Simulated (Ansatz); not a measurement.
Set up this calculation in Ansatz 0.2.0, as the native input.

```
Task                : relaxation of cell and atoms
Functional          : PBE
Potentials or basis : all-electron LAPW, scalar-relativistic
Basis error allowed : 0.001 eV/atom
k mesh              : 11 × 11 × 11
Occupations         : fermi-dirac, width 0.05 eV
Spin                : no spin polarisation
```

Au:

```
Au
1.0
     0.00000    2.03500    2.03500
     2.03500    0.00000    2.03500
     2.03500    2.03500    0.00000
Au
1
Direct
  0.00000 0.00000 0.00000
```

These files were run (other wordings do the same):

input.yaml

```yaml
crystal:
  lattice:
    - [0.0, 2.035, 2.035]
    - [2.035, 0.0, 2.035]
    - [2.035, 2.035, 0.0]
  atoms:
    - { symbol: Au, position: [0.0, 0.0, 0.0] }
kpoints:
  mp_grid: { grid: [11, 11, 11] }
scf:
  occupations: { method: fermi_dirac, width: 0.05 }
hamiltonian:
  xc: pbe
  pseudopotentials: { kind: all_electron, lapw: { basis_error: 0.001 } }
output:
  forces: true
  stress: true
relax:
  f_tol: 0.005
  max_steps: 60
  cell: {}
```

Potentials or basis: all-electron LAPW, scalar-relativistic.

Run with:

```sh
$ ansatz run input.yaml --threads 1 --pin off --max-ram 3072MiB --backend cpu --events-out ev --progress --plain --runs-dir out
```

It gave:

```
Relaxed volume                         : 17.96 Å³/atom
Relaxed cell                           : a = 2.940 Å, b = 2.940 Å, c = 2.940 Å, α = 60.00°, β = 60.00°, γ = 60.00°
Space group after relaxing (to 0.05 Å) : Fm-3m (No. 225)
Energy gained by relaxing              : 34.5 meV/atom
Ionic steps                            : 4
Pressure after relaxing                : 0.0 GPa
```

Wall time 24 s on 1 thread of Arm Neoverse V1 (shared host), peak memory 0.28 GiB.
